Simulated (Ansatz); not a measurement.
## Ca: changing the functional

```cif
data_structure
_symmetry_space_group_name_H-M 'Fm-3m'
_symmetry_Int_Tables_number 225
_cell_length_a 5.5884
_cell_length_b 5.5884
_cell_length_c 5.5884
_cell_angle_alpha 90.000
_cell_angle_beta 90.000
_cell_angle_gamma 90.000
_cell_volume 174.53
loop_
_atom_site_label
_atom_site_type_symbol
_atom_site_symmetry_multiplicity
_atom_site_Wyckoff_symbol
_atom_site_fract_x
_atom_site_fract_y
_atom_site_fract_z
_atom_site_occupancy
Ca1 Ca 4 a 0.00000 0.00000 0.00000 1
```

Kept alike: task band structure; k mesh 8 × 8 × 8; occupations fermi-dirac, width 0.05 eV; no spin polarisation. Program: Ansatz, all-electron LAPW, scalar-relativistic. The mesh is that of the run's cell of 1 atom. No spin-orbit coupling.

| functional | pressure (GPa) |
| --- | --- |
| LDA | -2.14 |
| PBE | -0.56 |
| PBEsol | -1.17 |

Pressure is positive in compression. For a metal such a mesh leaves the last digits unconverged.

Problem. What does the functional change here?

Solution. The pressure runs from -2.14 (LDA) to -0.56 GPa (PBE). From PBE: LDA -1.58; PBEsol -0.61.
